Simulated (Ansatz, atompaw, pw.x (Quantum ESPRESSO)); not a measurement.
# From atom to crystal: PAW (atompaw) potential for Yb

- Element: ytterbium
- Generator: atompaw 4.2.0.5
- Type: PAW
- Functional: PBE
- Relativity: scalar-relativistic
- Frozen core: [Kr] 4d10
- Valence charge: 24
- Reference configuration: 4f14 5s2 5p6 5d0 6s2 6p0
- Partial waves: 5s (bound); 6s (bound); 5p (bound); 6p (bound, empty); 5d (bound, empty); 5d channel at 2.15 Ry; 4f (bound); 4f channel at 0.35 Ry
- Local potential: troulliermartins scheme with l = 4 at 0.5 Ry, radius 2.25 bohr
- Core correction: smooth core density matched at 2.95 bohr
- Augmentation charge: besselshape compensation charge, radius 2.95 bohr; PAW radius 3.00 bohr; waves and projectors: bloechl

Crystal test: sc Yb in pw.x 7.5, no spin, 10³ k-points, Fermi–Dirac smearing 0.01 Ry, cutoffs 55/550 Ry. The reference is all-electron LAPW (Ansatz 0.2.0) with the same functional, mesh and smearing; V0 and B0 come from Birch–Murnaghan fits to the pressures at five volumes. Errors are pseudo minus all-electron; Δ is the rms difference of the E(V) curves that follow from these fits, minima aligned, over ±6 % about the mean V0. Mesh and smearing are coarse, so the numbers serve the comparison and aren't converged zero-temperature values; the lattice is a test structure that the element need not adopt.

All-electron: a0 = 3.401 Å (V0 = 39.32 Å³/atom), B0 = 11.7 GPa.

How far does the potential miss the all-electron equation of state?

mean pressure error (GPa): +0.59; a0 (Å): 3.457; a0 error (%): +1.65; B0 error (%): -5.5; Δ (meV/atom): 4.9. This is a poor potential for the solid.

```csv
V (Å³/atom),P all-electron (GPa),P pseudo (GPa)
37.396,0.65,1.31
38.380,0.30,0.92
39.364,-0.01,0.57
40.348,-0.29,0.29
41.332,-0.53,-0.01
```

At the middle volume, how do free energy and pressure move when the wave cutoff is lowered (ecutrho held at 550 Ry)?

```tsv
cutoff (Ry)	shift of F (meV/atom)	shift of P (GPa)
25	+1692.2	-22.43
33	+313.5	-6.18
44	+18.1	-0.59
```

Input at the middle volume:

```
&control
  calculation='scf', prefix='x', pseudo_dir='./', outdir='./tmp', tstress=.true., disk_io='none'
/
&system
  ibrav=0, nat=1, ntyp=1, ecutwfc=55, ecutrho=550, nbnd=21,
  occupations='smearing', smearing='fd', degauss=0.01
/
&electrons
  conv_thr=1e-09, mixing_beta=0.4, electron_maxstep=70
/
ATOMIC_SPECIES
Yb 1.0 Yb.UPF
CELL_PARAMETERS angstrom
  3.40172922 0.00000000 0.00000000
  0.00000000 3.40172922 0.00000000
  0.00000000 0.00000000 3.40172922
ATOMIC_POSITIONS crystal
Yb 0.0000 0.0000 0.0000
K_POINTS automatic
10 10 10 0 0 0
```

```bash
pw.x < Yb.scf.in > Yb.scf.out
```

Lines of the output:

```
Message from routine setup:
     using ibrav=0 with symmetry is DISCOURAGED, use correct ibrav instead
     lattice parameter (alat)  =       6.4283  a.u.
     unit-cell volume          =     265.6414 (a.u.)^3
     number of electrons       =        24.00
     number of Kohn-Sham states=           21
     kinetic-energy cutoff     =      55.0000  Ry
     charge density cutoff     =     550.0000  Ry
     scf convergence threshold =      1.0E-09
     Exchange-correlation= SLA PW PBX PBC
     number of k points=    56  Fermi-Dirac smearing, width (Ry)=  0.0100
     iteration #  1     ecut=    55.00 Ry     beta= 0.40
     total energy              =   -1009.36676250 Ry
     estimated scf accuracy    <       1.04591774 Ry
     iteration #  2     ecut=    55.00 Ry     beta= 0.40
     total energy              =   -1011.83868537 Ry
     estimated scf accuracy    <       1.13505403 Ry
     iteration #  3     ecut=    55.00 Ry     beta= 0.40
     total energy              =   -1011.41674408 Ry
     estimated scf accuracy    <       0.34003433 Ry
     iteration #  4     ecut=    55.00 Ry     beta= 0.40
     total energy              =   -1011.56639641 Ry
     estimated scf accuracy    <       0.02690228 Ry
     iteration #  5     ecut=    55.00 Ry     beta= 0.40
     total energy              =   -1011.50680644 Ry
     estimated scf accuracy    <       0.06856302 Ry
     iteration #  6     ecut=    55.00 Ry     beta= 0.40
     total energy              =   -1011.52022169 Ry
     estimated scf accuracy    <       0.02010502 Ry
     iteration #  7     ecut=    55.00 Ry     beta= 0.40
     total energy              =   -1011.48205892 Ry
     estimated scf accuracy    <       0.01901649 Ry
     iteration #  8     ecut=    55.00 Ry     beta= 0.40
     total energy              =   -1011.56992766 Ry
     estimated scf accuracy    <       0.25905433 Ry
     [... 19 iterations left out ...]
     iteration # 28     ecut=    55.00 Ry     beta= 0.40
     total energy              =   -1011.50758669 Ry
     estimated scf accuracy    <       0.00003198 Ry
     iteration # 29     ecut=    55.00 Ry     beta= 0.40
     total energy              =   -1011.50760412 Ry
     estimated scf accuracy    <       0.00000599 Ry
     iteration # 30     ecut=    55.00 Ry     beta= 0.40
     total energy              =   -1011.50760034 Ry
     estimated scf accuracy    <       0.00000565 Ry
     iteration # 31     ecut=    55.00 Ry     beta= 0.40
     total energy              =   -1011.50760239 Ry
     estimated scf accuracy    <       0.00000059 Ry
     iteration # 32     ecut=    55.00 Ry     beta= 0.40
     total energy              =   -1011.50760269 Ry
     estimated scf accuracy    <       0.00000006 Ry
     iteration # 33     ecut=    55.00 Ry     beta= 0.40
     total energy              =   -1011.50760266 Ry
     estimated scf accuracy    <       0.00000021 Ry
     iteration # 34     ecut=    55.00 Ry     beta= 0.40
     total energy              =   -1011.50760264 Ry
     estimated scf accuracy    <       0.00000006 Ry
     iteration # 35     ecut=    55.00 Ry     beta= 0.40
     the Fermi energy is    11.9241 ev
!    total energy              =   -1011.50760265 Ry
     estimated scf accuracy    <          1.7E-10 Ry
     smearing contrib. (-TS)   =      -0.00994227 Ry
     convergence has been achieved in  35 iterations
          total   stress  (Ry/bohr**3)                   (kbar)     P=        5.69
     Message from routine punch:
     Nothing written, as per user request (disk_io='none')
```

The run at the middle volume (56 k-points, 35 iterations) took about 2.4 min on one core of a shared host (Intel(R) Xeon(R) 6975P-C, 192 threads, 756 GiB, load 93).
